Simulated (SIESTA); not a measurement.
W:

```xyz
1
Lattice="-1.5823 1.5823 1.5823 1.5823 -1.5823 1.5823 1.5823 1.5823 -1.5823" Properties=species:S:1:pos:R:3 pbc="T T T"
W     0.0000    0.0000    0.0000
```

Program: SIESTA 5.4.2. Alike in all runs: no spin polarisation; cell as given; k mesh 12 × 12 × 12; smearing fermi-dirac 0.05 eV; grid cutoff 800 Ry; energy shift 0.002 Ry.

Q: Order these runs on this cell by their pressure, lowest first.
A. level PW86PBE+U; potentials or basis PseudoDojo 0.4 standard (PBE files), SZ (energy shift 0.002 Ry); U W d U = 6 eV; hubbard projector method 1
B. level PBE; potentials or basis PseudoDojo 0.4 standard (PBE files), TZDP (energy shift 0.002 Ry)
C. level PBE; potentials or basis PseudoDojo 0.4 standard (PBE files), DZP (energy shift 0.002 Ry)

A: A (3.6 GPa), B (8.5 GPa), C (10.3 GPa).

Caveats: the basis of atomic orbitals isn't converged, which shifts pressures, moduli and gaps; semicore shells carry a single zeta, which can move pressures by several GPa and volumes by a few percent (some runs); the basis has no polarisation orbitals (some runs); short orbitals over semicore shells can move pressures by several GPa (some runs); the potentials were made for another functional, which shifts forces and pressure (some runs); U without spin polarisation on a metal has little footing (some runs); the U is typed as a test and isn't derived for this compound (some runs).

Not every run made on this cell is shown here.
